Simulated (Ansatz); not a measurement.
# Zr (P6_3/mmc) in Ansatz: notebook, part 2 of 2

Ansatz 0.2.0. Earlier steps stand in the parts before.

### 5 Relaxation of cell and atoms, PBEsol, target pressure 10 GPa, at which the enthalpy is minimised

input.yaml

```yaml
crystal:
  lattice:
    - [3.232, 0.0, 0.0]
    - [-1.616, 2.798994105, 0.0]
    - [0.0, 0.0, 5.147]
  atoms:
    - { symbol: Zr, position: [0.6666666667, 0.3333333333, 0.75] }
    - { symbol: Zr, position: [0.3333333333, 0.6666666667, 0.25] }
hamiltonian:
  xc: pbesol
  pseudopotentials: { kind: paw }
kpoints:
  mp_grid: { grid: [9, 9, 5] }
scf:
  occupations: { method: fermi_dirac, width: 0.05 }
output:
  forces: true
  stress: true
  eigenvalues: true
relax:
  f_tol: 0.01
  max_steps: 40
  cell: { stress_tol: 0.05, p_target: 10.0 }
```

Potentials or basis: Ansatz PAW.

The run is started by

```
ansatz run input.yaml --threads 2 --pin off --max-ram 5632MiB --backend cpu --events-out ev --progress --plain --runs-dir out
```

Standard output:

```text
Warning: RAYON_NUM_THREADS=2 ignored (pool sized by the plan → 2); use --threads N
Engine: ansatz 0.2.0, x86_64-unknown-linux-gnu
Pseudopotentials: kind: paw
Pseudopotential: Zr, paw, valence charge 12, recommended cutoff 420 eV (normal), Zr.paw.azcp
Functional definition: PBEsol
  exchange = pbesol_x
  correlation = pbesol_c
Crystal: 2 atoms, lattice volume = 46.562 Å³
Basis set: ecut = 420 eV, 929 PW (Γ), exchange–correlation on 48×48×72 points (8 copies of the dense FFT grid, shifted against one another)
Bands: 16, of which v1, the nominal top of the filled ones, is band 12 counted from 1 (11 counted from 0)
Symmetry: 24 space group operations
Space group: P63/mmc (ITA 194), of the structure as read, at distance tolerance 3.6e-5 Å
k-points: 36 of 405
Non-local potential: Zr, projectors of the file, l = 0: 3, l = 1: 2, l = 2: 2, l = 3: 2
PAW form: soft (Blöchl's): semilocal exchange-correlation on the pseudo side does not see the compensation charge
PAW frozen core: Zr, regenerated for the run's functional, and the local potential with it (the file was generated under x = pbe(κ = 0.804, μ = 0.2195149727645171), c = pbe(β = 0.06672455060314922))
PAW one-centre angular grid: Zr, 590 points (default); XC on 64 Gauss nodes
Initial density: superposition of atomic densities (neutral atoms: chi_scale 0, normalization atom), corrected by the library's trained network
Initial wavefunctions: pseudopotential atomic-orbital guess
Functional: x = pbesol(κ = 0.804, μ = 0.12345679012345678), c = pbesol(β = 0.046)
SCF iter   1: F=—  HF=-8257.268026 eV  |F-HF|=—  |Δ(HF+E_count)|=         —  Δρ=3.48e-3  dr2=2.51e-3  ethr=1.77e-3  ⟨swp⟩=4.9  Hψ=2460  notcnv=0
preconditioner: auto → Kerker (q_TF=auto, 2.443 Å⁻¹)  [metal: Δε(μ)=0.042 eV  Ē_g=3.155 eV  σ=0.050 eV  W_gap=0.21  n_scr=10 (ndim 8)  ℏωp=15.4 eV  f_vac=0.000  D(μ)=2.03/eV (n_scr^D=22)]
SCF iter   2: F=—  HF=-8257.266725 eV  |F-HF|=—  |Δ(HF+E_count)|=   1.30e-3  Δρ=2.00e-3  dr2=7.83e-4  ethr=1.04e-5  ⟨swp⟩=2.8  Hψ=1254  notcnv=0
SCF iter   3: F=—  HF=-8257.266777 eV  |F-HF|=—  |Δ(HF+E_count)|=   5.21e-5  Δρ=2.11e-4  dr2=1.59e-5  ethr=3.26e-6  ⟨swp⟩=2.5  Hψ=814  notcnv=0
SCF iter   4: F=—  HF=-8257.266770 eV  |F-HF|=—  |Δ(HF+E_count)|=   6.55e-6  Δρ=7.44e-5  dr2=1.61e-6  ethr=6.60e-8  ⟨swp⟩=2.8  Hψ=948  notcnv=0
iter 5 did not close the SCF: its close was put off for the readings that it lacked (scf_convergence_deferred on its scf_iter line)
SCF iter   5: F=-8257.266770 eV  HF=-8257.266770 eV  |F-HF|=6.84e-9  |Δ(HF+E_count)|=   2.75e-7  Δρ=8.55e-6  dr2=2.78e-8  ethr=6.72e-9  ⟨swp⟩=2.3  Hψ=938  notcnv=0
SCF iter   6: F=-8257.266770 eV  HF=-8257.266770 eV  |F-HF|=9.55e-10  |Δ(HF+E_count)|=   2.99e-9  Δρ=2.32e-6  dr2=1.74e-9  ethr=1.16e-10  ⟨swp⟩=1.5  Hψ=1773  notcnv=0
SCF 1 converged in 6 iterations: F = -8257.266770 eV  dr2 = 1.74e-9
relax step   1: F+E_penalty+E_count = -8257.26676994 eV  Δ(F+E_penalty+E_count) = +0.000e0 eV  max|allowed force component| = 1.503e-17 eV/Å  Δτ_max = 0.0000 Å  P = -3.283 GPa  Ω = 46.562 Å³  (6 SCF iters, dr2 threshold 1.00e-7 eV, accepted)
[... 70 lines left out ...]
SCF converged after 6 iterations
Free energy (F): -8257.170518 eV
Harris-Foulkes:  -8257.170518 eV  (|F-HF|=1.82e-12)
Internal energy: -8257.152383 eV  (E = F + TS)
E sigma→0 (E₀):  -8257.161450 eV
Entropy (-TS):   -0.018135 eV (-9.068 meV/atom)
Fermi energy:    16.010687 eV
--- Per-component energies (eV) ---
  E_band       = -141.346992
  E_kinetic    = 672.564519
  E_local      = -1138.058449  (includes V_loc(G=0)·N_el)
  E_nonlocal   = 165.667927
  E_hartree    = 353.215109
  E_xc         = -323.041643
  E_vxc        = -383.542561  (∫ρ·V_xc dr)
  E_paw        = -5801.094665  (= ΣΔE_a)
  E_vpaw       = -164.408693  (= ΣTr[D̂ρ^β])
  E_aug_tail   = 0.000047  (compensation charges beyond the density's cutoff)
  E_ewald      = -2186.736669
  E_core_change = 0.331441  (= ΣΔE_core)
  E_smearing   = -0.018135  (= −TS)
  E_closure    = 0.000000  (closes the sum)
  Σ components = -8257.170518   (vs F -8257.170518, Δ=0.00e0)
--- Forces (eV/Å), atoms counted from 1 ---
  atom   1  Zr     0.00000000    -0.00000000    -0.00000000
  atom   2  Zr    -0.00000000     0.00000000     0.00000000
  max |Σ_I F_I| component: 9.25e-18 eV/Å
--- Stress (GPa, compression-positive) ---
        9.996693      -0.000000       0.000000
       -0.000000       9.996693       0.000000
        0.000000       0.000000      10.017676
  P = ⅓ Tr σ = 10.0037 GPa (100.037 kbar)
--- Band table (eV; the first three rows and the last of 36) ---
  k-point 0: bands = ["-32.4916", "-32.2532", "-11.2715", "-9.9852", "-9.9852", "-9.8342", "-9.8031", "-9.8031", "10.1678", "12.6296", "16.8275", "16.9209", "16.9209", "17.5434", "17.6816", "17.6816"]
  k-point 1: bands = ["-32.4694", "-32.2765", "-11.1445", "-9.9835", "-9.9680", "-9.9680", "-9.8207", "-9.8207", "10.5358", "12.6419", "16.5695", "16.8003", "16.8003", "16.9051", "17.4443", "17.4443"]
  k-point 2: bands = ["-32.4107", "-32.3370", "-10.8030", "-10.3606", "-9.9229", "-9.9229", "-9.8666", "-9.8666", "11.4680", "12.3751", "16.0325", "16.0666", "16.7687", "16.7687", "17.0211", "17.0211"]
  k-point 35: bands = ["-32.1956", "-32.1956", "-10.9358", "-10.9358", "-10.7315", "-10.5951", "-10.0919", "-10.0919", "14.3118", "14.3537", "14.3537", "14.7909", "16.1522", "16.1522", "17.9560", "18.6302"]
--- Relaxed structure (5 steps of the walk, 5 accepted, 1 SCFs on fresh bases) ---
  F+E_penalty+E_count = -8257.17051789 eV   max|allowed force component| = 6.245e-17 eV/Å   (the final SCF, on the basis selected at the relaxed cell)
  cell:  # Å, volume = 41.0819 Å³
    - [3.074703790474001, -1.8455737023806404e-33, -1.9681313310543552e-33]
    - [-1.5373518952370004, 2.6627715916627905, 1.3805223867652699e-33]
    - [-3.134273502782616e-33, 7.2903431291830075e-34, 5.017795700755111]
  atoms:
    - { symbol: Zr, position: [0.6666666666666666, 0.3333333333333333, 0.7499999999999999] }
    - { symbol: Zr, position: [0.3333333333333333, 0.6666666666666666, 0.24999999999999997] }
```

It took 1.9 s on 2 threads of AMD EPYC 9R45 (Zen 5), shared host; peak memory 0.41 GiB.

What came out:

```yaml
Free_energy: -8257.1705 eV
Relaxed_volume: 20.54 Å³/atom
Relaxed_cell: a = 3.075 Å, b = 3.075 Å, c = 5.018 Å, α = 90.00°, β = 90.00°, γ = 120.00°
Space_group_after_relaxing_to_0.05_Å: P6_3/mmc (No. 194)
Energy_change_on_relaxing_the_enthalpy_is_what_falls: +48.1 meV/atom
Ionic_steps: 6
Pressure_after_relaxing: 10.0 GPa
Band_gap_on_the_k_mesh: none (metal or under the smearing width)
```

The path:
| step | energy change (eV) | largest force (eV/Å) | volume (Å³) |
| --- | --- | --- | --- |
| 1 | 0.0000 | 0.0000 | 46.56 |
| 2 | 0.1605 | 0.0000 | 40.24 |
| 3 | 0.0871 | 0.0000 | 41.24 |
| 4 | 0.0923 | 0.0000 | 41.14 |
| 5 | 0.0959 | 0.0000 | 41.08 |
| 6 | 0.0963 | 0.0000 | 41.08 |

Final structure:
```cif
data_structure
_symmetry_space_group_name_H-M 'P 1'
_symmetry_Int_Tables_number 1
_cell_length_a 3.0747
_cell_length_b 3.0747
_cell_length_c 5.0178
_cell_angle_alpha 90.000
_cell_angle_beta 90.000
_cell_angle_gamma 120.000
_cell_volume 41.08
loop_
_atom_site_label
_atom_site_type_symbol
_atom_site_fract_x
_atom_site_fract_y
_atom_site_fract_z
_atom_site_occupancy
Zr1 Zr 0.66667 0.33333 0.75000 1
Zr2 Zr 0.33333 0.66667 0.25000 1
```

Caveat: the plane-wave basis is chosen anew once the cell has moved, so the energies of steps on either side of that aren't comparable; the PAW data sets come from PBE, with cores solved anew for the run's functional, which leaves a small shift of forces and pressure.

### 6 Overview

```csv
cell,target pressure (GPa),gap on the mesh (eV),pressure (GPa)
relaxed,0,none,0.0
relaxed to 2 GPa,2,none,2.0
relaxed to 5 GPa,5,none,5.0
relaxed to 10 GPa,10,none,10.0
```

Alike in all rows: task relaxation of cell and atoms; level PBEsol; potentials or basis Ansatz PAW; no spin polarisation; k mesh 9 × 9 × 5; cutoff (eV) 420; smearing fermi-dirac 0.05 eV.

Caveats: the plane-wave basis is chosen anew once the cell has moved, so the energies of steps on either side of that aren't comparable; the PAW data sets come from PBE, with cores solved anew for the run's functional, which leaves a small shift of forces and pressure.

Total energies depend on the potentials used, so only differences within one code and one set of settings carry meaning.
